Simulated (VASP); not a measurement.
# Pb (Fm-3m) in VASP: notebook, part 2 of 2

VASP 6.6.1.

### 3 Electrostatic potential, PBE+D3(BJ)

This run uses another cell than the first one, of 30.47 Å³/atom, 1.017 times its volume.

Input file INCAR:

```
ALGO = Normal
EDIFF = 1E-6
ENCUT = 520
GGA = PE
ISIF = 2
ISMEAR = 1
IVDW = 12
LASPH = T
LCHARG = T
LREAL = F
LVHAR = T
LWAVE = F
NELM = 100
PREC = Accurate
SIGMA = 0.1
```

Input file KPOINTS:

```
k-points
0
Gamma
  14 14 14
```

Input file POSCAR:

```
Pb                                      
1.0
    0.0000000000      2.4790299195      2.4790299195
    2.4790299195      0.0000000000      2.4790299195
    2.4790299195      2.4790299195     -0.0000000000
  Pb            
     1
Direct
     0.0000000000000000    0.0000000000000000    0.0000000000000000
```

Potentials or basis: VASP PAW PBE potentials, release 64 (Pb_d).

The run is started by

```sh
> cat potpaw_PBE.64/Pb_d/POTCAR > POTCAR
> mpirun -np 1 vasp_std > vasp.out
```

OUTCAR:

```text
EDIFF = 1E-6
   ENCUT = 520
   GGA = PE
   ISIF = 2
   ISMEAR = 1
   IVDW = 12
   LASPH = T
   LREAL = F
   NELM = 100
   PREC = Accurate
 IVDW          = 12

 ion  position               nearest neighbor table
   1  0.000  0.000  0.000-

  LATTYP: Found a face centered cubic cell.
 ALAT       =     4.9580598390

  Lattice vectors:

 A1 = (   0.0000000000,   2.4790299195,   2.4790299195)
 A2 = (   2.4790299195,   0.0000000000,   2.4790299195)
 A3 = (   2.4790299195,   2.4790299195,   0.0000000000)

Analysis of symmetry for initial positions (statically):
=====================================================================
 Subroutine PRICEL returns:
 Original cell was already a primitive cell.

 Routine SETGRP: Setting up the symmetry group for a
 face centered cubic supercell.

 Subroutine GETGRP returns: Found 48 space group operations
 (whereof 48 operations were pure point group operations)
 out of a pool of 48 trial point group operations.

The static configuration has the point symmetry O_h .

Analysis of symmetry for dynamics (positions and initial velocities):
=====================================================================
 Subroutine PRICEL returns:
 Original cell was already a primitive cell.

 Routine SETGRP: Setting up the symmetry group for a
 face centered cubic supercell.

 Subroutine GETGRP returns: Found 48 space group operations
 (whereof 48 operations were pure point group operations)
 out of a pool of 48 trial point group operations.

The dynamic configuration has the point symmetry O_h .

 Subroutine INISYM returns: Found 48 space group operations
 (whereof 48 operations are pure point group operations),
 and found     1 'primitive' translations

----------------------------------------------------------------------------------------

                                     Primitive cell

  volume of cell :      30.4702

  direct lattice vectors                    reciprocal lattice vectors
     0.000000000  2.479029919  2.479029919    -0.201691797  0.201691797  0.201691797
     2.479029919  0.000000000  2.479029919     0.201691797 -0.201691797  0.201691797
     2.479029919  2.479029919  0.000000000     0.201691797  0.201691797 -0.201691797

  length of vectors
     3.505877734  3.505877734  3.505877734     0.349340440  0.349340440  0.349340440

  position of ions in fractional coordinates (direct lattice)
     0.000000000  0.000000000  0.000000000

  ion indices of the primitive-cell ions
   primitive index   ion index
                 1           1

----------------------------------------------------------------------------------------

 KPOINTS: k-points

Automatic generation of k-mesh.
 Grid dimensions read from file:
 generate k-points for:   14   14   14

 Generating k-lattice:

  Cartesian coordinates                     Fractional coordinates (reciprocal lattice)
    -0.014406557  0.014406557  0.014406557     0.071428571  0.000000000  0.000000000
     0.014406557 -0.014406557  0.014406557     0.000000000  0.071428571  0.000000000
     0.014406557  0.014406557 -0.014406557     0.000000000  0.000000000  0.071428571

  Length of vectors
     0.024952889  0.024952889  0.024952889

  Shift w.r.t. Gamma in fractional coordinates (k-lattice)
     0.000000000  0.000000000  0.000000000

 Subroutine IBZKPT returns following result:
 ===========================================

 Found    104 irreducible k-points:

 Following reciprocal coordinates:
            Coordinates               Weight
  0.000000  0.000000  0.000000      1.000000
  0.071429  0.000000  0.000000      8.000000
  0.142857  0.000000  0.000000      8.000000
  0.214286  0.000000  0.000000      8.000000
  0.285714  0.000000  0.000000      8.000000
  0.357143  0.000000  0.000000      8.000000
[... 16 lines left out ...]
  0.214286  0.142857  0.000000     24.000000
  0.285714  0.142857  0.000000     24.000000
 [... further k-points ...]
   k-points           NKPTS =    104   k-points in BZ     NKDIM =    104   number of bands    NBANDS=     11
   number of dos      NEDOS =    301   number of ions     NIONS =      1
   total plane-waves  NPLWV =  21952
   dimension x,y,z NGX =    28 NGY =   28 NGZ =   28
   dimension x,y,z NGXF=    56 NGYF=   56 NGZF=   56
   ions per type =               1
   NGX,Y,Z   is equivalent  to a cutoff of  13.28, 13.28, 13.28 a.u.
   NGXF,Y,Z  is equivalent  to a cutoff of  26.55, 26.55, 26.55 a.u.
 SYSTEM =  unknown system
   PREC   = accura    normal or accurate (medium, high low for compatibility)
   ISTART =      0    job   : 0-new  1-cont  2-samecut
   ICHARG =      2    charge: 1-file 2-atom 10-const
   ISPIN  =      1    spin polarized calculation?
   LNONCOLLINEAR =      F non collinear calculations
   LSORBIT =      F    spin-orbit coupling
   LASPH  =      T    aspherical Exc in radial PAW
   ENCUT  =  520.0 eV  38.22 Ry    6.18 a.u.   6.52  6.52  6.52*2*pi/ulx,y,z
   NELM   =    100;   NELMIN=  2; NELMDL= -5     # of ELM steps
   EDIFF  = 0.1E-05   stopping-criterion for ELM
[... 8 lines left out ...]
   TEBEG  =    0.0;   TEEND  =   0.0 temperature during run
   PSTRESS=    0.0 pullay stress
   NELECT =      14.0000    total number of electrons
   NUPDOWN=      -1.0000    fix difference up-down
   EMIN   =  10.00;   EMAX   =-10.00  energy-range for DOS
   EFERMI =   0.00;   METHOD = LEGACY
   ISMEAR =     1;   SIGMA  =   0.10  broadening in eV -4-tet -1-fermi 0-gaus
   EFERMI_NEDOS =   21; number of points for ismear=-14 and -15
   IALGO  =     38    algorithm
   IMIX   =      4    mixing-type and parameters
     AMIX     =   0.40;   BMIX     =  1.00
     AMIX_MAG =   1.60;   BMIX_MAG =  1.00
  volume/ion in A,a.u.               =      30.47       205.62
  Fermi-wavevector in a.u.,A,eV,Ry     =   1.263259  2.387213 21.712495  1.595823
  Thomas-Fermi vector in A             =   2.396625
   LORBIT       =      0    0 simple, 1 ext, 2 COOP (PROOUT), +10 PAW based schemes
   GGA     = PE    functional components
   LHFCALC =     F    Hartree Fock is set to
   AEXX    =    0.0000 exact exchange contribution
   IVDW    =    12    specifies the selected vdW correction
   LEPSILON=     F    determine dielectric tensor
   LRPA    =     F    only Hartree local field effects (RPA)
 non-spin polarized calculation
 Methfessel and Paxton  Order N= 1 SIGMA  =   0.10
  energy-cutoff  :      520.00
  volume of cell :       30.47
 maximum number of plane-waves:       869
 NGX is ok and might be reduce to    28
   NGX = 13   NGY = 13   NGZ = 13

 number of electron      13.9999999 magnetization

 Free energy of the ion-electron system (eV)
  ---------------------------------------------------
  ext. energy  EPLUGINS =         0.00000000
  ---------------------------------------------------
  free energy    TOTEN  =        -3.55744624 eV

  energy without entropy =       -3.55740273  energy(sigma->0) =       -3.55743174

 E-fermi :   7.2692     XC(G=0): -10.1617

 val. band max:        7.2658427280   @ k =   0.3571   0.2143   0.0000
 cond. band min:       7.2712421792   @ k =  -0.2857   0.2857   0.0714
 fundamental gap:      0.0053994512
 Fermi energy:         7.2691986476

 k-point     1 :       0.0000    0.0000    0.0000
  band No.  band energies     occupation
      1      -9.8412      2.00000
      2      -9.8412      2.00000
      3      -9.8412      2.00000
      4      -9.7032      2.00000
      5      -9.7032      2.00000
      6      -4.4938      2.00000
      7      14.6075      0.00000
      8      14.6075      0.00000
      9      14.6075      0.00000
     10      16.9877      0.00000
     11      18.5050      0.00000

 k-point     2 :       0.0714    0.0000    0.0000
  band No.  band energies     occupation
      1      -9.8412      2.00000
      2      -9.8338      2.00000
      3      -9.8338      2.00000
      4      -9.7036      2.00000
      5      -9.7036      2.00000
      6      -4.3961      2.00000
      7      13.4178      0.00000
      8      14.4843      0.00000
      9      14.4843      0.00000
     10      16.7545      0.00000
     11      19.0399      0.00000
[... 295 lines left out ...]
 k-point    24 :       0.2857    0.1429    0.0000
  band No.  band energies     occupation
      1      -9.8813      2.00000
      2      -9.7840      2.00000
      3      -9.7563      2.00000
      4      -9.7149      2.00000
      5      -9.6348      2.00000
      6      -3.0690      2.00000
      7       8.4613     -0.00000
      8      11.9363      0.00000
      9      12.1768      0.00000
     10      15.6481      0.00000
     11      17.2388      0.00000

 [... further k-points ...]

------------------------ aborting loop because EDIFF is reached ----------------------------------------

 Edisp (eV)   -0.40764

 E8    (eV) :    -0.2066

  FORCE on cell =-STRESS in cart. coord.  units (eV):
  Direction    XX          YY          ZZ          XY          YZ          ZX
  --------------------------------------------------------------------------------------
  -------------------------------------------------------------------------------------
  Total      -0.01198    -0.01198    -0.01198    -0.00000     0.00000     0.00000
  in kB      -0.62987    -0.62987    -0.62987    -0.00000     0.00000     0.00000
  external pressure =       -0.63 kB  Pullay stress =        0.00 kB

 VOLUME and BASIS-vectors are now :
 -----------------------------------------------------------------------------
  energy-cutoff  :      520.00
  volume of cell :       30.47
      direct lattice vectors                 reciprocal lattice vectors
     0.000000000  2.479029919  2.479029919    -0.201691797  0.201691797  0.201691797
     2.479029919  0.000000000  2.479029919     0.201691797 -0.201691797  0.201691797
     2.479029919  2.479029919  0.000000000     0.201691797  0.201691797 -0.201691797

 POSITION                                       TOTAL-FORCE (eV/Angst)
 -----------------------------------------------------------------------------------
      0.00000      0.00000      0.00000         0.000000      0.000000      0.000000
 -----------------------------------------------------------------------------------
    total drift:                               -0.000000      0.000000     -0.000000

  FREE ENERGIE OF THE ION-ELECTRON SYSTEM (eV)
  ---------------------------------------------------
  free  energy   TOTEN  =        -3.9650874394 eV

  energy  without entropy=       -3.9650439300  energy(sigma->0) =       -3.96507294
```

It took 24 s on 1 thread of AMD EPYC 7R13 (Zen 3), shared host; peak memory 0.16 GiB.

Results:

```yaml
Free_energy: -3.9651 eV
Pressure: -0.1 GPa
Band_gap_on_the_k_mesh: none (metal or under the smearing width)
Dispersion_energy_per_atom: -0.408 eV
```

Levels at points of the mesh, in eV from the Fermi level:
| k point | band 5 | band 6 | band 7 | band 8 | band 9 | band 10 |
| --- | --- | --- | --- | --- | --- | --- |
| (0.00, 0.00, 0.00) | -16.97 | -11.76 | 7.34 | 7.34 | 7.34 | 9.72 |
| (0.50, 0.00, 0.00) | -16.84 | -8.17 | -4.22 | 5.51 | 5.51 | 9.20 |
| (0.50, 0.50, 0.00) | -16.81 | -6.77 | -3.29 | 2.00 | 2.00 | 5.32 |

Caveat: pairwise dispersion overbinds metals, which lowers pressure and volume. Spin-orbit coupling is left out, which matters for the levels of Pb.
